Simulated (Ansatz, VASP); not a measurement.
# One calculation of Sn, two programs

The input INCAR:

```
PREC     = Accurate       # precision mode
ENCUT    = 520            # plane-wave cutoff, eV
EDIFF    = 1E-7           # SCF threshold, eV
ISMEAR   = -1             # smearing method
SIGMA    = 0.03           # smearing width, eV
LREAL    = F              # projectors in reciprocal space
LASPH    = T              # aspherical terms in the spheres
NELM     = 100            # most SCF steps
ALGO     = Normal         # electronic algorithm
ISIF     = 2              # what is computed and relaxed
LWAVE    = F              # write WAVECAR
LCHARG   = F              # write CHGCAR
GGA      = PE             # functional
NBANDS   = 21             # bands
```

KPOINTS

```
regular mesh
0
Gamma
  9 9 9
```

The input POSCAR:

```
Sn
1.0
    0.0000000000      3.2456000000      3.2456000000
    3.2456000000      0.0000000000      3.2456000000
    3.2456000000      3.2456000000      0.0000000000
Sn
2
Direct
    0.5000000000      0.5000000000      0.5000000000
    0.7500000000      0.7500000000      0.7500000000
```

Input for Ansatz:

```yaml
crystal:
  lattice:
    - [0.0, 3.2456, 3.2456]
    - [3.2456, 0.0, 3.2456]
    - [3.2456, 3.2456, 0.0]
  atoms:
    - { symbol: Sn, position: [0.5, 0.5, 0.5] }
    - { symbol: Sn, position: [0.75, 0.75, 0.75] }
kpoints:
  mp_grid: { grid: [9, 9, 9] }
scf:
  occupations: { method: fermi_dirac, width: 0.03 }
hamiltonian:
  xc: pbe
  pseudopotentials: { kind: all_electron, lapw: { basis_error: 0.00025 } }
output:
  forces: true
  stress: true
  eigenvalues: true
basis:
  ecutwfc: 150
```

Alike in both runs: task single point; functional PBE; k mesh 9 × 9 × 9; occupations fermi-dirac, width 0.03 eV; no spin polarisation.

|  | VASP | Ansatz |
| --- | --- | --- |
| version | VASP 6.6.1 | Ansatz 0.2.0 |
| potentials or method | VASP PAW PBE potentials, release 64 (Sn_d) | all-electron LAPW, scalar-relativistic |
| plane-wave cutoff (eV) | 520 | see its input |

Ansatz gave:

```
pressure (GPa) : 3.4
```

Task: Which values does VASP return?

Result: Pressure (GPa): 3.1.

Ansatz ran all-electron here, so the differences hold the error of VASP's frozen core and of both bases.
